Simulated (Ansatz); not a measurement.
# MnO2 (P6_3/mmc) in Ansatz: band structure with r2SCAN

Aim: the band structure of MnO2 with r2SCAN.

Program: Ansatz 0.2.0. These are calculated values, not measurements. Logs are shortened: lines on timing, memory, paths and dates and some standing lists are left out, and cuts for length are marked.

**1. Starting point**

It takes space group P6_3/mmc (No. 194, hexagonal). The conventional cell has a = 2.855 Å, b = 2.855 Å, c = 10.222 Å, α = 90.00°, β = 90.00°, γ = 120.00°. Mn (site symmetry -3m) is surrounded by 6 O at 1.90 Å. O (site symmetry 3m) is surrounded by 3 Mn at 1.90 Å.

Measurements of this composition are mostly on another form, of space group No. 136.

**2. Band structure, r2SCAN, collinear spin, ferromagnetic start**

The input, input.yaml:

```yaml
crystal:
  lattice:
    - [2.8549554371, 0.0, 0.0]
    - [-1.4274777185, 2.4724639352, 0.0]
    - [0.0, 0.0, 10.2217427273]
  atoms:
    - { symbol: Mn, position: [0.0, 0.0, 0.5], spin: 4.0 }
    - { symbol: Mn, position: [0.0, 0.0, 0.0], spin: 4.0 }
    - { symbol: O, position: [0.6666666667, 0.3333333333, 0.40685645] }
    - { symbol: O, position: [0.6666666667, 0.3333333333, 0.09314355] }
    - { symbol: O, position: [0.3333333333, 0.6666666667, 0.59314355] }
    - { symbol: O, position: [0.3333333333, 0.6666666667, 0.90685645] }
hamiltonian:
  xc: r2scan
  pseudopotentials: { kind: paw }
magnetization:
  spin_polarized: true
kpoints:
  mp_grid: { grid: [11, 11, 3] }
  band_path:
    path:
      - [[0.0, 0.0, 0.0], [0.5, 0.0, 0.0], [0.3333333333, 0.3333333333, 0.0], [0.0, 0.0, 0.0], [0.0, 0.0, 0.5], [0.5, 0.0, 0.5], [0.3333333333, 0.3333333333, 0.5], [0.0, 0.0, 0.5]]
      - [[0.5, 0.0, 0.5], [0.5, 0.0, 0.0]]
      - [[0.3333333333, 0.3333333333, 0.0], [0.3333333333, 0.3333333333, 0.5]]
    npoints: 14
scf:
  occupations: { method: fermi_dirac, width: 0.05 }
  n_extra_bands: 15
output:
  forces: true
  stress: true
  eigenvalues: true
  fatbands: true
```

Potentials or basis: Ansatz PAW.

Run with:

```sh
ansatz run input.yaml --threads 2 --pin off --max-ram 5632MiB --backend cpu --events-out ev --progress --plain --runs-dir out
```

The log of the run:

```text
Warning: RAYON_NUM_THREADS=2 ignored (pool sized by the plan → 2); use --threads N
scf.n_extra_bands = 15 over 27 filled bands (N_el = 54.0): the run solves 42 bands
Engine: ansatz 0.2.0, x86_64-unknown-linux-gnu
Pseudopotentials: kind: paw
Pseudopotential: Mn, paw, valence charge 15, recommended cutoff 500 eV (meta_gga), Mn.paw.azcp
Pseudopotential: O, paw, valence charge 6, recommended cutoff 500 eV (meta_gga), O.paw.azcp
Functional definition: r2SCAN
  parameter k0 = 0.174
  parameter k1 = 0.065
  parameter a1 = 4.9479
  exchange = r2scan_x(k0 = k0, k1 = k1, a1 = a1)
  correlation = r2scan_c
Crystal: 6 atoms, lattice volume = 72.153 Å³
Basis set: ecut = 500 eV, 1825 PW (Γ), exchange–correlation on 96×96×300 points (64 copies of the dense FFT grid, shifted against one another)
Bands: 42, of which v1, the nominal top of the filled ones, is band 27 counted from 1 (26 counted from 0)
Symmetry: 24 space group operations
Space group: P63/mmc (ITA 194), of the structure as read, at distance tolerance 4.2e-5 Å
Magnetic group: BNS 194.263 (UNI 1493), of the structure as read, at distance tolerance 4.2e-5 Å
k-points: 32 of 363
Non-local potential: Mn, projectors of the file, l = 0: 3, l = 1: 2, l = 2: 3, l = 3: 1
Non-local potential: O, projectors of the file, l = 0: 2, l = 1: 2, l = 2: 1
PAW form: soft (Blöchl's): semilocal exchange-correlation on the pseudo side does not see the compensation charge
PAW frozen core: Mn, regenerated for the run's functional (the file was generated under x = pbe(κ = 0.804, μ = 0.2195149727645171), c = pbe(β = 0.06672455060314922))
PAW frozen core: O, regenerated for the run's functional (the file was generated under x = pbe(κ = 0.804, μ = 0.2195149727645171), c = pbe(β = 0.06672455060314922))
PAW one-centre angular grid: Mn, 590 points (default); XC on 160 Gauss nodes
PAW one-centre angular grid: O, 302 points (default); XC on 160 Gauss nodes
Initial density: superposition of atomic densities (chi_scale 0.1, normalization cell, long waves kept (reshape's long-wave potential 0.21 eV rms))
Starting moments: Σ|m| = 8 μB on 2 of 6 sites
Initial wavefunctions: pseudopotential atomic-orbital guess
Functional: x = r2scan, c = r2scan; τ floored in thin density (d = 2e-4 eV/Å³)
SCF iter   1: F=—  HF=-10081.771273 eV  |F-HF|=—  |Δ(HF+E_count)|=         —  Δρ=5.32e-2 (↑5.32e-2 ↓4.72e-2)  dr2=5.20e0  dr2_τ=9.38e-2  dr2_m=5.98e-1  M=6.000 μB ∫|m|=7.556 μB  β_m=1.00  ethr=3.10e-3  ⟨swp⟩=6.4  Hψ=11692  notcnv=0  defer=24
Mixer restart at iter 1: flushing history
preconditioner: auto → none  [insulator: Δε(μ)=1.354 eV  Ē_g=16.158 eV  σ=0.050 eV  W_gap=1.00  n_scr=14 (ndim 8)  ℏωp=26.9 eV  f_vac=0.195  D(μ)=0.00/eV (n_scr^D=0)  ε∞_Penn≈3.8]
SCF iter   2: F=—  HF=-10082.859558 eV  |F-HF|=—  |Δ(HF+E_count)|=    1.09e0  Δρ=3.22e-2 (↑3.22e-2 ↓1.76e-2)  dr2=7.85e-1  dr2_τ=2.62e-2  dr2_m=1.39e-1  M=6.000 μB ∫|m|=7.085 μB  β_m=1.00  ethr=3.10e-3  ⟨swp⟩=3.0  Hψ=6060  notcnv=0  defer=383  κ⁻¹=1.0e0(r=1)
SCF iter   3: F=—  HF=-10082.735457 eV  |F-HF|=—  |Δ(HF+E_count)|=   1.24e-1  Δρ=1.44e-2 (↑1.44e-2 ↓1.42e-2)  dr2=2.52e-1  dr2_τ=9.97e-3  dr2_m=9.47e-3  M=6.000 μB ∫|m|=6.960 μB  β_m=1.00  ethr=1.45e-3  ⟨swp⟩=3.5  Hψ=4658  notcnv=0  defer=408  κ⁻¹=4.7e-2(r=2)
SCF iter   4: F=—  HF=-10083.188966 eV  |F-HF|=—  |Δ(HF+E_count)|=         —  Δρ=2.24e-2 (↑2.24e-2 ↓2.02e-2)  dr2=6.66e-2  dr2_τ=1.06e-2  dr2_m=2.38e-1  M=6.000 μB ∫|m|=6.166 μB  β_m=1.00  ethr=4.66e-4  ⟨swp⟩=3.3  Hψ=4824  notcnv=0  defer=414  κ⁻¹=4.7e-2(r=2)
SCF iter   5: F=—  HF=-10083.528724 eV  |F-HF|=—  |Δ(HF+E_count)|=   3.40e-1  Δρ=8.78e-3 (↑8.78e-3 ↓7.84e-3)  dr2=1.29e-1  dr2_τ=3.39e-3  dr2_m=1.94e-3  M=6.000 μB ∫|m|=6.179 μB  β_m=1.00  ethr=9.26e-5  ⟨swp⟩=3.0  Hψ=5595  notcnv=0  defer=481  κ⁻¹=4.7e-2(r=2)
SCF iter   6: F=—  HF=-10083.506703 eV  |F-HF|=—  |Δ(HF+E_count)|=   2.20e-2  Δρ=5.22e-3 (↑4.56e-3 ↓5.22e-3)  dr2=4.71e-2  dr2_τ=7.19e-4  dr2_m=3.50e-4  M=6.000 μB ∫|m|=6.158 μB  β_m=1.00  ethr=9.26e-5  ⟨swp⟩=2.4  Hψ=4636  notcnv=0  defer=508  κ⁻¹=3.9e-3(r=3)
SCF iter   7: F=—  HF=-10083.465686 eV  |F-HF|=—  |Δ(HF+E_count)|=   4.10e-2  Δρ=1.66e-3 (↑1.58e-3 ↓1.66e-3)  dr2=1.61e-3  dr2_τ=9.73e-5  dr2_m=1.13e-4  M=6.000 μB ∫|m|=6.171 μB  β_m=1.00  ethr=8.72e-5  ⟨swp⟩=2.2  Hψ=4133  notcnv=0  defer=508  κ⁻¹=7.4e-4(r=4)
SCF iter   8: F=—  HF=-10083.486838 eV  |F-HF|=—  |Δ(HF+E_count)|=   2.12e-2  Δρ=1.26e-3 (↑1.26e-3 ↓1.14e-3)  dr2=2.49e-3  dr2_τ=3.89e-5  dr2_m=4.95e-6  M=6.000 μB ∫|m|=6.179 μB  β_m=1.00  ethr=2.99e-6  ⟨swp⟩=2.2  Hψ=4403  notcnv=0  defer=508  κ⁻¹=2.8e-5(r=5)
SCF iter   9: F=—  HF=-10083.500361 eV  |F-HF|=—  |Δ(HF+E_count)|=   1.35e-2  Δρ=5.42e-4 (↑5.42e-4 ↓3.99e-4)  dr2=4.77e-4  dr2_τ=4.84e-6  dr2_m=5.95e-6  M=6.000 μB ∫|m|=6.183 μB  β_m=1.00  ethr=2.99e-6  ⟨swp⟩=2.0  Hψ=4865  notcnv=0  defer=508  κ⁻¹=6.3e-6(r=6)
SCF iter  10: F=—  HF=-10083.502171 eV  |F-HF|=—  |Δ(HF+E_count)|=   1.81e-3  Δρ=2.62e-4 (↑2.62e-4 ↓2.01e-4)  dr2=1.70e-4  dr2_τ=1.08e-6  dr2_m=1.29e-6  M=6.000 μB ∫|m|=6.185 μB  β_m=1.00  ethr=8.84e-7  ⟨swp⟩=2.6  Hψ=4582  notcnv=0  defer=508  κ⁻¹=1.1e-6(r=7)
SCF iter  11: F=—  HF=-10083.502355 eV  |F-HF|=—  |Δ(HF+E_count)|=   1.84e-4  Δρ=5.69e-5 (↑5.20e-5 ↓5.69e-5)  dr2=5.02e-6  dr2_τ=5.74e-8  dr2_m=5.86e-8  M=6.000 μB ∫|m|=6.186 μB  β_m=1.00  ethr=3.15e-7  ⟨swp⟩=2.5  Hψ=4273  notcnv=0  defer=508  κ⁻¹=2.2e-7(r=8)
SCF iter  12: F=—  HF=-10083.502395 eV  |F-HF|=—  |Δ(HF+E_count)|=   4.04e-5  Δρ=2.30e-5 (↑1.61e-5 ↓2.30e-5)  dr2=8.52e-7  dr2_τ=9.68e-9  dr2_m=3.15e-8  M=6.000 μB ∫|m|=6.186 μB  β_m=1.00  ethr=9.29e-9  ⟨swp⟩=2.1  Hψ=3988  notcnv=0  defer=508  κ⁻¹=3.3e-7(r=8)
SCF iter  13: F=—  HF=-10083.502400 eV  |F-HF|=—  |Δ(HF+E_count)|=   4.63e-6  Δρ=6.56e-6 (↑6.56e-6 ↓6.15e-6)  dr2=3.24e-8  dr2_τ=1.47e-9  dr2_m=3.50e-9  M=6.000 μB ∫|m|=6.186 μB  β_m=1.00  ethr=1.58e-9  ⟨swp⟩=2.6  Hψ=4231  notcnv=0  defer=508  κ⁻¹=9.6e-7(r=8)
SCF iter  14: F=—  HF=-10083.502401 eV  |F-HF|=—  |Δ(HF+E_count)|=   1.01e-6  Δρ=3.55e-6 (↑3.38e-6 ↓3.55e-6)  dr2=9.28e-9  dr2_τ=4.12e-10  dr2_m=1.35e-10  M=6.000 μB ∫|m|=6.186 μB  β_m=1.00  ethr=6.00e-11  ⟨swp⟩=2.0  Hψ=4416  notcnv=0  defer=508  κ⁻¹=8.5e-8(r=8)
SCF iter  15: F=-10083.502401 eV  HF=-10083.502401 eV  |F-HF|=2.73e-10  |Δ(HF+E_count)|=   2.28e-7  Δρ=2.23e-6 (↑2.23e-6 ↓1.14e-6)  dr2=6.71e-9  dr2_τ=9.57e-11  dr2_m=3.43e-10  M=6.000 μB ∫|m|=6.186 μB  ethr=1.72e-11  ⟨swp⟩=9.9  Hψ=14150  notcnv=0
SCF 1 converged in 15 iterations: F = -10083.502401 eV  dr2 = 6.71e-9
this state was not tested for a lower state beside it, because the mixer in use, unlike msr1, does not test its closes by its own steps (another_mixer; see scf.mixing.algorithm and scf.lower_state_search)
NSCF: frozen V_eff on 129 k-points
SCF converged after 15 iterations
Magnetization: 6.0000 μB (30.0000 up, 24.0000 down)
Absolute magnetization: 6.1927 μB (∫|ρ↑−ρ↓|, with the PAW one-centre terms)
Spin contamination: 0.0836 ħ² per cell (⟨S²⟩ above its minimum at these occupations)
Per-site moments (μB) at R_I (Å): [(2.588923773609964, 0.7852030142042465), (2.5889237736099644, 0.7852030142042467), (0.019660690833784453, 0.7852030142042468), (0.01966069083378423, 0.7852030142042467), (0.01966069083378399, 0.7852030142042465), (0.019660690833784508, 0.7852030142042468)]
Free energy (F): -10083.502401 eV
Harris-Foulkes:  -10083.502401 eV  (|F-HF|=2.73e-10)
Internal energy: -10083.502401 eV  (E = F + TS)
E sigma→0 (E₀):  -10083.502401 eV
Fermi energy:    6.618684 eV
--- Per-component energies (eV) ---
  E_band       = -872.363637
  E_kinetic    = 1300.801255
  E_local      = -8282.618398  (includes V_loc(G=0)·N_el)
  E_nonlocal   = 666.583559
  E_hartree    = 3445.685544
  E_xc         = -512.105151
  E_vxc        = -744.553355  (∫ρ·V_xc dr)
  E_paw        = -3248.431562  (= ΣΔE_a)
  E_vpaw       = -753.382064  (= ΣTr[D̂ρ^β])
  E_aug_tail   = 0.003863  (compensation charges beyond the density's cutoff)
  E_vtau       = 49.436659  (kinetic-family band-sum trace: ∫τ·v_τ [+ j·A + Jᵃ·Aᵃ] dr)
  E_ewald      = -3452.727662
  E_core_change = -0.693850  (= ΣΔE_core)
  E_smearing   = -0.000000  (= −TS)
  E_closure    = 0.000000  (closes the sum)
  Σ components = -10083.502401   (vs F -10083.502401, Δ=0.00e0)
--- Forces (eV/Å), atoms counted from 1 ---
  atom   1  Mn     0.00000000    -0.00000000     0.00000000
  atom   2  Mn     0.00000000     0.00000000    -0.00000000
  atom   3  O     -0.00000000     0.00000000     0.11587849
  atom   4  O     -0.00000000     0.00000000    -0.11587849
  atom   5  O      0.00000000    -0.00000000    -0.11587849
  atom   6  O      0.00000000    -0.00000000     0.11587849
  max |Σ_I F_I| component: 3.70e-17 eV/Å
--- Stress (GPa, compression-positive) ---
       -1.153088       0.000000       0.000000
        0.000000      -1.153088       0.000000
        0.000000       0.000000      -0.735925
  P = ⅓ Tr σ = -1.0140 GPa (-10.140 kbar)
--- Band table (eV; the first three rows and the last of 64) ---
  k-point 0 ↑: bands = ["-79.0636", "-79.0636", "-46.4944", "-46.4944", "-46.4407", "-46.4407", "-46.4407", "-46.4407", "-14.5068", "-14.4673", "-12.4040", "-12.3357", "-0.4542", "-0.1482", "-0.0586", "-0.0586", "-0.0528", "-0.0528", "3.0176", "3.0176", "3.0195", "3.0195", "3.8326", "4.5877", "4.6222", "4.6222", "4.6466", "4.6466", "5.2439", "5.5213", "9.1729", "9.1729", "9.1952", "9.1952", "13.3986", "15.1449", "15.7901", "17.2021", "18.8772", "19.8362", "26.4352", "26.4352"]
  k-point 1 ↑: bands = ["-79.0636", "-79.0636", "-46.4944", "-46.4944", "-46.4407", "-46.4407", "-46.4407", "-46.4407", "-14.4971", "-14.4774", "-12.3867", "-12.3526", "-0.3829", "-0.2304", "-0.0572", "-0.0572", "-0.0542", "-0.0542", "3.0181", "3.0181", "3.0190", "3.0190", "3.9990", "4.3624", "4.6283", "4.6283", "4.6405", "4.6405", "5.3529", "5.4780", "9.1785", "9.1785", "9.1896", "9.1896", "13.6785", "14.4149", "16.4535", "17.0198", "19.0874", "19.5685", "26.5030", "26.5030"]
  k-point 2 ↑: bands = ["-79.0622", "-79.0622", "-46.4923", "-46.4923", "-46.4535", "-46.4535", "-46.4436", "-46.4436", "-14.4015", "-14.3623", "-12.4291", "-12.3638", "-0.3309", "-0.1375", "-0.1082", "-0.0260", "0.0411", "0.0474", "2.7674", "2.7746", "2.8174", "2.8216", "4.0565", "4.3916", "4.4206", "4.7432", "4.7570", "4.7661", "5.3150", "5.5982", "8.8748", "8.9304", "9.1146", "9.1376", "13.7517", "15.3635", "16.1646", "17.6166", "19.2315", "19.9585", "25.4760", "25.8258"]
  k-point 31 ↓: bands = ["-74.8850", "-74.8850", "-42.5162", "-42.5162", "-42.4761", "-42.4761", "-42.1498", "-42.1498", "-12.7290", "-12.7203", "-12.6912", "-12.6824", "0.5734", "0.6125", "0.7561", "0.7884", "1.4735", "1.5085", "2.8535", "2.9325", "3.1695", "3.2793", "3.5061", "3.6012", "8.0106", "8.0276", "8.6862", "8.7158", "8.8431", "8.8761", "10.0418", "10.0781", "10.0885", "10.1266", "19.5226", "19.7402", "20.2656", "20.4085", "22.0679", "22.2767", "23.0479", "23.2223"]
```

Run time: 21 s. Hardware: 2 threads of Intel Xeon 6975P-C (Granite Rapids), shared host; peak memory 0.8 GiB.

What came out:

| Property | Result |
| --- | --- |
| Free energy | -10083.5024 eV |
| Pressure | -1.0 GPa |
| Largest force | 0.116 eV/Å |
| Band gap on the k mesh | 2.02 eV, indirect (least direct gap 2.09 eV) |
| Band gap along the path | 2.00 eV, indirect (least direct gap 2.09 eV) |
| Net moment | 6.00 μB per cell |
| Absolute moment | 6.19 μB per cell |
| Site moments | Mn +2.59; O +0.02 μB |

Forces on the atoms (eV/Å):
```
Mn   0.000  0.000  0.000
Mn   0.000  0.000  0.000
O    0.000  0.000  0.116
O    0.000  0.000 -0.116
O    0.000  0.000 -0.116
O    0.000  0.000  0.116
```

Stress tensor (GPa, compression positive):
```
-1.15  0.00  0.00
 0.00 -1.15  0.00
 0.00  0.00 -0.74
```

Levels at the corners of the path, in eV from the valence-band top:
Spin up:
| point | band 28 | band 29 | band 30 | band 31 | band 32 | band 33 |
| --- | --- | --- | --- | --- | --- | --- |
| Γ | -0.96 | -0.37 | -0.09 | 3.56 | 3.56 | 3.59 |
| M | -1.53 | -1.12 | -1.00 | 2.71 | 2.88 | 3.41 |
| K | -0.92 | -0.78 | -0.78 | 2.70 | 2.70 | 2.83 |
| Γ | -0.96 | -0.37 | -0.09 | 3.56 | 3.56 | 3.59 |
| A | -0.98 | -0.19 | -0.19 | 3.57 | 3.57 | 3.57 |
| L | -1.71 | -1.04 | -1.04 | 2.80 | 2.80 | 3.43 |
| H | -0.91 | -0.78 | -0.78 | 2.75 | 2.75 | 2.77 |
| A | -0.98 | -0.19 | -0.19 | 3.57 | 3.57 | 3.57 |
| L | -1.71 | -1.04 | -1.04 | 2.80 | 2.80 | 3.43 |
| M | -1.53 | -1.12 | -1.00 | 2.71 | 2.88 | 3.41 |
| K | -0.92 | -0.78 | -0.78 | 2.70 | 2.70 | 2.83 |
| H | -0.91 | -0.78 | -0.78 | 2.75 | 2.75 | 2.77 |
Spin down:
```csv
point,band 21,band 22,band 23,band 24,band 25,band 26,band 27,band 28
Γ,-0.97,-0.95,-0.95,-0.86,2.00,2.00,2.01,2.01
M,-2.43,-2.40,-1.72,-1.35,2.18,2.26,2.82,2.83
K,-2.44,-2.33,-2.23,-2.23,2.38,2.41,3.16,3.16
Γ,-0.97,-0.95,-0.95,-0.86,2.00,2.00,2.01,2.01
A,-0.96,-0.96,-0.96,-0.96,2.00,2.00,2.00,2.00
L,-2.41,-2.41,-1.52,-1.52,2.22,2.22,2.82,2.82
H,-2.39,-2.39,-2.23,-2.23,2.40,2.40,3.16,3.16
A,-0.96,-0.96,-0.96,-0.96,2.00,2.00,2.00,2.00
L,-2.41,-2.41,-1.52,-1.52,2.22,2.22,2.82,2.82
M,-2.43,-2.40,-1.72,-1.35,2.18,2.26,2.82,2.83
K,-2.44,-2.33,-2.23,-2.23,2.38,2.41,3.16,3.16
H,-2.39,-2.39,-2.23,-2.23,2.40,2.40,3.16,3.16
```

Caveat: the magnetic or orbital state may not be the lowest; only a ferromagnetic start was run, and an antiferromagnetic order may lie lower in energy; the PAW data sets come from PBE, with cores solved anew for the run's functional, which leaves a small shift of forces and pressure.
